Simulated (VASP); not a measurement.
Here is a VASP 6.6.1 calculation.

File INCAR:

```
PREC = Accurate
ENCUT = 520
EDIFF = 1E-8
ISMEAR = -1
SIGMA = 0.05
LREAL = False
LASPH = True
NELM = 80
ALGO = Normal
ISIF = 2
LWAVE = False
LCHARG = False
GGA = PE
LEFG = True
NBANDS = 10
```

The input KPOINTS:

```
regular mesh
0
Gamma
  12 12 12
```

POSCAR

```
Na
1.0
   -2.0763795808      2.0763795808      2.2022000000
    2.0763795808     -2.0763795808      2.2022000000
    2.0763795808      2.0763795808     -2.2022000000
Na
1
Direct
    0.0000000000      0.0000000000      0.0000000000
```

Potentials or basis: VASP PAW PBE potentials, release 64 (Na_pv).

Launch:

```bash
$ cat potpaw_PBE.64/Na_pv/POTCAR > POTCAR
$ mpirun -np 1 vasp_std > vasp.out
```

(1) Predict the band gap on the k mesh.

(2) What does it give for the pressure?

Results:

(1) none (metal or under the smearing width).

(2) -0.2 GPa.
